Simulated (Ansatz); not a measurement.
# Ruthenium, fcc under r²SCAN: structure, energy and stiffness, part 2 of 2

Aim: take ruthenium in the fcc structure, relax it, solve it on a dense k-mesh, switch on spin-orbit coupling, then scale the cell to 7 volumes from 88 to 112 % of the relaxed one and try a fit of the equation of state. The k-meshes are 14×14×14 for the relaxation; 23×23×23 for the dense run; 14×14×14 for spin-orbit coupling; 16×16×16 for the volumes.

Ansatz 0.2.0; DFT, r2SCAN, plane waves (500 eV) with PAW, scalar-relativistic. The steps go on from the part before.

## 5. The cell scaled to 88 % of its volume

This is Ru in the fcc structure; at room conditions it is hcp.

input.yaml

```yaml
crystal:
  lattice:
    - [0.0, 1.8142364597, 1.8142364597]
    - [1.8142364597, 0.0, 1.8142364597]
    - [1.8142364597, 1.8142364597, 0.0]
  atoms:
    - { symbol: Ru, position: [0.0, 0.0, 0.0] }
hamiltonian:
  xc: r2scan
  pseudopotentials:
    kind: paw
    azcp:
      Ru: "pseudopotentials/Ru.paw.azcp"
basis:
  ecutwfc: 500
  fft_grid_basis: typed
kpoints:
  mp_grid: { grid: [16, 16, 16], shift: [0, 0, 0] }
magnetization:
  spin_polarized: false
scf:
  occupations: { method: fermi_dirac, width: 0.1 }
  lower_state_search: "off"
output:
  stress: true
```

On the command line:

```sh
> ansatz run input.yaml --threads 1 --pin off --max-ram 3584MiB --backend cpu --events-out ev --progress --plain --runs-dir out
```

The program printed, cut to the lines that bear on the results:

```text
[...]
Pseudopotentials: kind: paw
Pseudopotential: Ru, paw, valence charge 16, recommended cutoff 500 eV (meta_gga), <dir>
Functional definition: r2SCAN
[...]
Crystal: 1 atoms, lattice volume = 11.943 Å³
Basis set: ecut = 500 eV, 307 PW (Γ), exchange–correlation on 80×80×80 points (64 copies of the dense FFT grid, shifted against one another)
Bands: 12, of which v1, the nominal top of the filled ones, is band 8 counted from 1 (7 counted from 0)
Symmetry: 48 space group operations
Space group: Fm-3m (ITA 225), of the structure as read, at distance tolerance 2.3e-5 Å
k-points: 145 of 4096
[...]
SCF iter   1: F=-5890.340462 eV  HF=-5890.330377 eV  |F-HF|=1.01e-2  |Δ(HF+E_count)|=         —  Δρ=1.16e-2  dr2=5.81e-3  dr2_τ=1.12e-2  ethr=1.77e-3  ⟨swp⟩=5.2  Hψ=10718  notcnv=0
[...]
SCF iter   6: F=-5890.342238 eV  HF=-5890.342238 eV  |F-HF|=8.14e-10  |Δ(HF+E_count)|=   3.08e-8  Δρ=5.09e-6  dr2=1.16e-9  dr2_τ=9.56e-11  ethr=2.94e-10  ⟨swp⟩=2.2  Hψ=6553  notcnv=0
[...]
SCF converged after 6 iterations
Free energy (F): -5890.342238 eV
[...]
E sigma→0 (E₀):  -5890.327966 eV
Entropy (-TS):   -0.028545 eV (-28.545 meV/atom)
Fermi energy:    27.265216 eV
[...]
--- Stress (GPa, compression-positive) ---
       56.991151      -0.000000       0.000000
       -0.000000      56.991151      -0.000000
        0.000000      -0.000000      56.991151
  P = ⅓ Tr σ = 56.9912 GPa (569.912 kbar)
```

Run time: 4.1 s. Hardware: 1 thread of Intel Xeon Platinum 8259CL at 2.50GHz (Skylake/Cascade Lake), shared host; peak memory 0.5 GiB.

## 6. The cell scaled to 92 % of its volume

input.yaml: that of step 5 with these lines changed.

```diff
@@ -2,5 +2,5 @@
   lattice:
-    - [0.0, 1.8142364597, 1.8142364597]
-    - [1.8142364597, 0.0, 1.8142364597]
-    - [1.8142364597, 1.8142364597, 0.0]
+    - [0.0, 1.8413186085, 1.8413186085]
+    - [1.8413186085, 0.0, 1.8413186085]
+    - [1.8413186085, 1.8413186085, 0.0]
   atoms:
```

On the command line:

```sh
> ansatz run input.yaml --threads 1 --pin off --max-ram 3584MiB --backend cpu --events-out ev --progress --plain --runs-dir out
```

The program printed, cut to the lines that bear on the results:

```text
[...]
Pseudopotentials: kind: paw
Pseudopotential: Ru, paw, valence charge 16, recommended cutoff 500 eV (meta_gga), <dir>
Functional definition: r2SCAN
[...]
Crystal: 1 atoms, lattice volume = 12.486 Å³
Basis set: ecut = 500 eV, 331 PW (Γ), exchange–correlation on 80×80×80 points (64 copies of the dense FFT grid, shifted against one another)
Bands: 12, of which v1, the nominal top of the filled ones, is band 8 counted from 1 (7 counted from 0)
Symmetry: 48 space group operations
Space group: Fm-3m (ITA 225), of the structure as read, at distance tolerance 2.3e-5 Å
k-points: 145 of 4096
[...]
SCF iter   1: F=-5890.492881 eV  HF=-5890.484773 eV  |F-HF|=8.11e-3  |Δ(HF+E_count)|=         —  Δρ=1.09e-2  dr2=4.69e-3  dr2_τ=8.72e-3  ethr=1.77e-3  ⟨swp⟩=5.2  Hψ=10722  notcnv=0
[...]
SCF iter   6: F=-5890.493904 eV  HF=-5890.493904 eV  |F-HF|=2.77e-10  |Δ(HF+E_count)|=   9.64e-8  Δρ=2.61e-6  dr2=3.74e-10  dr2_τ=4.28e-11  ethr=1.97e-10  ⟨swp⟩=2.1  Hψ=6450  notcnv=0
[...]
SCF converged after 6 iterations
Free energy (F): -5890.493904 eV
[...]
E sigma→0 (E₀):  -5890.478670 eV
Entropy (-TS):   -0.030467 eV (-30.467 meV/atom)
Fermi energy:    25.844053 eV
[...]
--- Stress (GPa, compression-positive) ---
       33.437740      -0.000000      -0.000000
       -0.000000      33.437740       0.000000
        0.000000       0.000000      33.437740
  P = ⅓ Tr σ = 33.4377 GPa (334.377 kbar)
```

It took 3.4 s on 1 thread of Intel Xeon Platinum 8259CL at 2.50GHz (Skylake/Cascade Lake), shared host; peak memory 0.51 GiB.

## 7. The cell scaled to 96 % of its volume

input.yaml: that of step 6 with these lines changed.

```diff
@@ -2,5 +2,5 @@
   lattice:
-    - [0.0, 1.8413186085, 1.8413186085]
-    - [1.8413186085, 0.0, 1.8413186085]
-    - [1.8413186085, 1.8413186085, 0.0]
+    - [0.0, 1.8676267145, 1.8676267145]
+    - [1.8676267145, 0.0, 1.8676267145]
+    - [1.8676267145, 1.8676267145, 0.0]
   atoms:
@@ -25 +25,5 @@
   stress: true
+  write_density: true
+  write_potential: true
+  elf: true
+  volumetric_format: npy
```

On the command line:

```sh
> ansatz run input.yaml --threads 1 --pin off --max-ram 3584MiB --backend cpu --events-out ev --progress --plain --runs-dir out
```

The program printed, cut to the lines that bear on the results:

```text
[...]
Pseudopotentials: kind: paw
Pseudopotential: Ru, paw, valence charge 16, recommended cutoff 500 eV (meta_gga), <dir>
Functional definition: r2SCAN
[...]
Crystal: 1 atoms, lattice volume = 13.029 Å³
Basis set: ecut = 500 eV, 331 PW (Γ), exchange–correlation on 80×80×80 points (64 copies of the dense FFT grid, shifted against one another)
Bands: 12, of which v1, the nominal top of the filled ones, is band 8 counted from 1 (7 counted from 0)
Symmetry: 48 space group operations
Space group: Fm-3m (ITA 225), of the structure as read, at distance tolerance 2.4e-5 Å
k-points: 145 of 4096
[...]
SCF iter   1: F=-5890.573575 eV  HF=-5890.566339 eV  |F-HF|=7.24e-3  |Δ(HF+E_count)|=         —  Δρ=1.03e-2  dr2=4.05e-3  dr2_τ=7.43e-3  ethr=1.77e-3  ⟨swp⟩=5.1  Hψ=10709  notcnv=0
[...]
SCF iter   6: F=-5890.574288 eV  HF=-5890.574288 eV  |F-HF|=4.21e-9  |Δ(HF+E_count)|=   5.33e-7  Δρ=6.78e-6  dr2=2.85e-9  dr2_τ=2.58e-10  ethr=6.25e-10  ⟨swp⟩=9.8  Hψ=12095  notcnv=0
[...]
SCF converged after 6 iterations
Free energy (F): -5890.574288 eV
[...]
E sigma→0 (E₀):  -5890.558089 eV
Entropy (-TS):   -0.032399 eV (-32.399 meV/atom)
Fermi energy:    24.539030 eV
[...]
--- Stress (GPa, compression-positive) ---
       14.728723      -0.000000      -0.000000
       -0.000000      14.728723       0.000000
        0.000000      -0.000000      14.728723
  P = ⅓ Tr σ = 14.7287 GPa (147.287 kbar)
--- Band table (eV; the first three rows and the last of 145) ---
  k-point 0: bands = ["-50.8002", "-19.2570", "-19.2570", "-19.2570", "16.0427", "21.6599", "21.6599", "21.6599", "24.3580", "24.3580", "39.8952", "46.0795"]
[...]
```

Run time: 4.3 s. Hardware: 1 thread of Intel Xeon Platinum 8259CL at 2.50GHz (Skylake/Cascade Lake), shared host; peak memory 0.52 GiB.

## 8. The cell scaled to 100 % of its volume

input.yaml: that of step 7 with these lines changed.

```diff
@@ -2,5 +2,5 @@
   lattice:
-    - [0.0, 1.8676267145, 1.8676267145]
-    - [1.8676267145, 0.0, 1.8676267145]
-    - [1.8676267145, 1.8676267145, 0.0]
+    - [0.0, 1.8932138216, 1.8932138216]
+    - [1.8932138216, 0.0, 1.8932138216]
+    - [1.8932138216, 1.8932138216, 0.0]
   atoms:
@@ -25,5 +25 @@
   stress: true
-  write_density: true
-  write_potential: true
-  elf: true
-  volumetric_format: npy
```

On the command line:

```sh
> ansatz run input.yaml --threads 1 --pin off --max-ram 3584MiB --backend cpu --events-out ev --progress --plain --runs-dir out
```

The program printed, cut to the lines that bear on the results:

```text
[...]
Pseudopotentials: kind: paw
Pseudopotential: Ru, paw, valence charge 16, recommended cutoff 500 eV (meta_gga), <dir>
Functional definition: r2SCAN
[...]
Crystal: 1 atoms, lattice volume = 13.572 Å³
Basis set: ecut = 500 eV, 331 PW (Γ), exchange–correlation on 80×80×80 points (64 copies of the dense FFT grid, shifted against one another)
Bands: 12, of which v1, the nominal top of the filled ones, is band 8 counted from 1 (7 counted from 0)
Symmetry: 48 space group operations
Space group: Fm-3m (ITA 225), of the structure as read, at distance tolerance 2.4e-5 Å
k-points: 145 of 4096
[...]
SCF iter   1: F=-5890.597570 eV  HF=-5890.590413 eV  |F-HF|=7.16e-3  |Δ(HF+E_count)|=         —  Δρ=9.82e-3  dr2=3.67e-3  dr2_τ=6.92e-3  ethr=1.77e-3  ⟨swp⟩=5.2  Hψ=10763  notcnv=0
[...]
SCF iter   6: F=-5890.598071 eV  HF=-5890.598071 eV  |F-HF|=2.29e-10  |Δ(HF+E_count)|=   9.48e-7  Δρ=5.20e-6  dr2=1.50e-9  dr2_τ=5.09e-9  ethr=6.25e-10  ⟨swp⟩=4.9  Hψ=6266  notcnv=0
[...]
SCF converged after 6 iterations
Free energy (F): -5890.598071 eV
[...]
E sigma→0 (E₀):  -5890.580870 eV
Entropy (-TS):   -0.034402 eV (-34.402 meV/atom)
Fermi energy:    23.336843 eV
[...]
--- Stress (GPa, compression-positive) ---
       -0.120753      -0.000000      -0.000000
       -0.000000      -0.120753       0.000000
       -0.000000       0.000000      -0.120753
  P = ⅓ Tr σ = -0.1208 GPa (-1.208 kbar)
```

Wall time 3.6 s (1 thread of Intel Xeon Platinum 8259CL at 2.50GHz (Skylake/Cascade Lake), shared host); peak memory 0.5 GiB.

## 9. The cell scaled to 104 % of its volume

input.yaml: that of step 8 with these lines changed.

```diff
@@ -2,5 +2,5 @@
   lattice:
-    - [0.0, 1.8932138216, 1.8932138216]
-    - [1.8932138216, 0.0, 1.8932138216]
-    - [1.8932138216, 1.8932138216, 0.0]
+    - [0.0, 1.9181273868, 1.9181273868]
+    - [1.9181273868, 0.0, 1.9181273868]
+    - [1.9181273868, 1.9181273868, 0.0]
   atoms:
@@ -25 +25,5 @@
   stress: true
+  write_density: true
+  write_potential: true
+  elf: true
+  volumetric_format: npy
```

On the command line:

```sh
> ansatz run input.yaml --threads 1 --pin off --max-ram 3584MiB --backend cpu --events-out ev --progress --plain --runs-dir out
```

The program printed, cut to the lines that bear on the results:

```text
[...]
Pseudopotentials: kind: paw
Pseudopotential: Ru, paw, valence charge 16, recommended cutoff 500 eV (meta_gga), <dir>
Functional definition: r2SCAN
[...]
Crystal: 1 atoms, lattice volume = 14.114 Å³
Basis set: ecut = 500 eV, 339 PW (Γ), exchange–correlation on 80×80×80 points (64 copies of the dense FFT grid, shifted against one another)
Bands: 12, of which v1, the nominal top of the filled ones, is band 8 counted from 1 (7 counted from 0)
Symmetry: 48 space group operations
Space group: Fm-3m (ITA 225), of the structure as read, at distance tolerance 2.4e-5 Å
k-points: 145 of 4096
[...]
SCF iter   1: F=-5890.576351 eV  HF=-5890.568888 eV  |F-HF|=7.46e-3  |Δ(HF+E_count)|=         —  Δρ=9.39e-3  dr2=3.48e-3  dr2_τ=6.95e-3  ethr=1.77e-3  ⟨swp⟩=5.1  Hψ=10751  notcnv=0
[...]
SCF iter   6: F=-5890.576954 eV  HF=-5890.576954 eV  |F-HF|=1.59e-9  |Δ(HF+E_count)|=   8.63e-7  Δρ=7.60e-6  dr2=1.52e-9  dr2_τ=1.10e-8  ethr=6.25e-10  ⟨swp⟩=9.4  Hψ=11976  notcnv=0
[...]
SCF converged after 6 iterations
Free energy (F): -5890.576954 eV
[...]
E sigma→0 (E₀):  -5890.558704 eV
Entropy (-TS):   -0.036500 eV (-36.500 meV/atom)
Fermi energy:    22.225989 eV
[...]
--- Stress (GPa, compression-positive) ---
      -11.883259      -0.000000       0.000000
        0.000000     -11.883259       0.000000
        0.000000      -0.000000     -11.883259
  P = ⅓ Tr σ = -11.8833 GPa (-118.833 kbar)
--- Band table (eV; the first three rows and the last of 145) ---
  k-point 0: bands = ["-52.9379", "-21.5530", "-21.5530", "-21.5530", "14.2031", "19.6767", "19.6767", "19.6767", "22.0580", "22.0580", "37.6823", "43.4430"]
[...]
```

It took 7.8 s on 1 thread of Intel Xeon Platinum 8259CL at 2.50GHz (Skylake/Cascade Lake), shared host; peak memory 0.52 GiB.

## 10. The cell scaled to 108 % of its volume

input.yaml: that of step 9 with these lines changed.

```diff
@@ -2,5 +2,5 @@
   lattice:
-    - [0.0, 1.9181273868, 1.9181273868]
-    - [1.9181273868, 0.0, 1.9181273868]
-    - [1.9181273868, 1.9181273868, 0.0]
+    - [0.0, 1.9424100581, 1.9424100581]
+    - [1.9424100581, 0.0, 1.9424100581]
+    - [1.9424100581, 1.9424100581, 0.0]
   atoms:
@@ -25,5 +25 @@
   stress: true
-  write_density: true
-  write_potential: true
-  elf: true
-  volumetric_format: npy
```

On the command line:

```sh
> ansatz run input.yaml --threads 1 --pin off --max-ram 3584MiB --backend cpu --events-out ev --progress --plain --runs-dir out
```

The program printed, cut to the lines that bear on the results:

```text
[...]
Pseudopotentials: kind: paw
Pseudopotential: Ru, paw, valence charge 16, recommended cutoff 500 eV (meta_gga), <dir>
Functional definition: r2SCAN
[...]
Crystal: 1 atoms, lattice volume = 14.657 Å³
Basis set: ecut = 500 eV, 339 PW (Γ), exchange–correlation on 96×96×96 points (64 copies of the dense FFT grid, shifted against one another)
Bands: 12, of which v1, the nominal top of the filled ones, is band 8 counted from 1 (7 counted from 0)
Symmetry: 48 space group operations
Space group: Fm-3m (ITA 225), of the structure as read, at distance tolerance 2.4e-5 Å
k-points: 145 of 4096
[...]
SCF iter   1: F=-5890.519576 eV  HF=-5890.511591 eV  |F-HF|=7.99e-3  |Δ(HF+E_count)|=         —  Δρ=8.99e-3  dr2=3.39e-3  dr2_τ=7.34e-3  ethr=1.77e-3  ⟨swp⟩=5.1  Hψ=10792  notcnv=0
[...]
SCF iter   6: F=-5890.520340 eV  HF=-5890.520340 eV  |F-HF|=3.22e-9  |Δ(HF+E_count)|=   5.97e-7  Δρ=5.68e-6  dr2=1.97e-9  dr2_τ=2.87e-9  ethr=6.25e-10  ⟨swp⟩=4.3  Hψ=5982  notcnv=0
[...]
SCF converged after 6 iterations
Free energy (F): -5890.520340 eV
[...]
E sigma→0 (E₀):  -5890.500993 eV
Entropy (-TS):   -0.038693 eV (-38.693 meV/atom)
Fermi energy:    21.196678 eV
[...]
--- Stress (GPa, compression-positive) ---
      -21.166565       0.000000       0.000000
        0.000000     -21.166565      -0.000000
        0.000000       0.000000     -21.166565
  P = ⅓ Tr σ = -21.1666 GPa (-211.666 kbar)
```

It took 6.5 s on 1 thread of Intel Xeon Platinum 8259CL at 2.50GHz (Skylake/Cascade Lake), shared host; peak memory 0.54 GiB.

## 11. The cell scaled to 112 % of its volume

input.yaml: that of step 10 with these lines changed.

```diff
@@ -2,5 +2,5 @@
   lattice:
-    - [0.0, 1.9424100581, 1.9424100581]
-    - [1.9424100581, 0.0, 1.9424100581]
-    - [1.9424100581, 1.9424100581, 0.0]
+    - [0.0, 1.9661003205, 1.9661003205]
+    - [1.9661003205, 0.0, 1.9661003205]
+    - [1.9661003205, 1.9661003205, 0.0]
   atoms:
@@ -25 +25,5 @@
   stress: true
+  write_density: true
+  write_potential: true
+  elf: true
+  volumetric_format: npy
```

On the command line:

```sh
> ansatz run input.yaml --threads 1 --pin off --max-ram 3584MiB --backend cpu --events-out ev --progress --plain --runs-dir out
```

The program printed, cut to the lines that bear on the results:

```text
[...]
Pseudopotentials: kind: paw
Pseudopotential: Ru, paw, valence charge 16, recommended cutoff 500 eV (meta_gga), <dir>
Functional definition: r2SCAN
[...]
Crystal: 1 atoms, lattice volume = 15.200 Å³
Basis set: ecut = 500 eV, 387 PW (Γ), exchange–correlation on 96×96×96 points (64 copies of the dense FFT grid, shifted against one another)
Bands: 12, of which v1, the nominal top of the filled ones, is band 8 counted from 1 (7 counted from 0)
Symmetry: 48 space group operations
Space group: Fm-3m (ITA 225), of the structure as read, at distance tolerance 2.5e-5 Å
k-points: 145 of 4096
[...]
SCF iter   1: F=-5890.434820 eV  HF=-5890.426128 eV  |F-HF|=8.69e-3  |Δ(HF+E_count)|=         —  Δρ=8.61e-3  dr2=3.35e-3  dr2_τ=7.94e-3  ethr=1.77e-3  ⟨swp⟩=5.2  Hψ=10870  notcnv=0
[...]
SCF iter   6: F=-5890.435771 eV  HF=-5890.435771 eV  |F-HF|=5.46e-9  |Δ(HF+E_count)|=   3.50e-7  Δρ=5.44e-6  dr2=2.84e-9  dr2_τ=2.58e-10  ethr=4.23e-10  ⟨swp⟩=5.5  Hψ=10015  notcnv=0
the search or the solves at the SCF's close seem to have found levels that the self-consistency loop had missed (the run counts 1). By its estimate they hold under 1e-12 electrons; where the run keeps them, the occupations were computed again with them
[...]
SCF converged after 6 iterations
Free energy (F): -5890.435771 eV
[...]
E sigma→0 (E₀):  -5890.415282 eV
Entropy (-TS):   -0.040977 eV (-40.977 meV/atom)
Fermi energy:    20.240433 eV
[...]
--- Stress (GPa, compression-positive) ---
      -28.453140       0.000000       0.000000
        0.000000     -28.453140       0.000000
        0.000000       0.000000     -28.453140
  P = ⅓ Tr σ = -28.4531 GPa (-284.531 kbar)
--- Band table (eV; the first three rows and the last of 145) ---
  k-point 0: bands = ["-54.7854", "-23.5152", "-23.5152", "-23.5152", "12.6633", "17.9624", "17.9624", "17.9624", "20.0801", "20.0801", "35.7350", "41.1137"]
[...]
```

Run time: 7.8 s. Hardware: 1 thread of Intel Xeon Platinum 8259CL at 2.50GHz (Skylake/Cascade Lake), shared host; peak memory 0.54 GiB.

## 12. Energy and pressure against volume

All volumes keep the relaxed shape and fractional coordinates.

```tsv
V (Å³/atom)	E − E₀ (meV/atom)	P from the stress (GPa)	P from the fit (GPa)
11.943	252.9	56.99	56.83
12.486	102.2	33.44	33.13
13.029	22.7	14.73	14.41
13.572	0.0	-0.12	-0.41
14.114	22.1	-11.88	-12.17
14.657	79.8	-21.17	-21.49
15.200	165.5	-28.45	-28.88
```

A third-order Birch-Murnaghan fit gives V₀ = 13.555 Å³/atom, B₀ = 331 GPa and B₀′ = 4.8; it misses no point by more than 0.08 meV/atom.

The fit is made to E(σ → 0), while the stress belongs to the free energy F; that is one source of the offset between the two pressures.

## 13. Summary of results

This closing draws on all 2 parts.

| quantity | value |
| --- | --- |
| space group (spins left aside) | Fm-3m (No. 225) |
| conventional cell | a = 3.786 Å |
| volume | 13.572 Å³/atom |
| shortest distance | 2.677 Å |
| gap on the mesh | none (levels filled in part) |
| relative to hcp | +126 meV/atom |
| V₀, B₀, B₀′ | 13.555 Å³/atom, 331 GPa, 4.8 |

In words: The relaxation enlarged the cell by 0.1 % in volume. Against the reference form of ruthenium (hcp, computed apart with the same settings) it stands 126 meV/atom higher. No gap shows: it is a metal or semimetal at this level. Totals with and without spin-orbit coupling (+6.5 eV/atom apart) can't be read as binding, since the two-component data shift the zero of energy. B₀ comes out at 331 GPa, among the stiffest elements. The symmetry was held, so the structure may be unstable against distortions that break it.
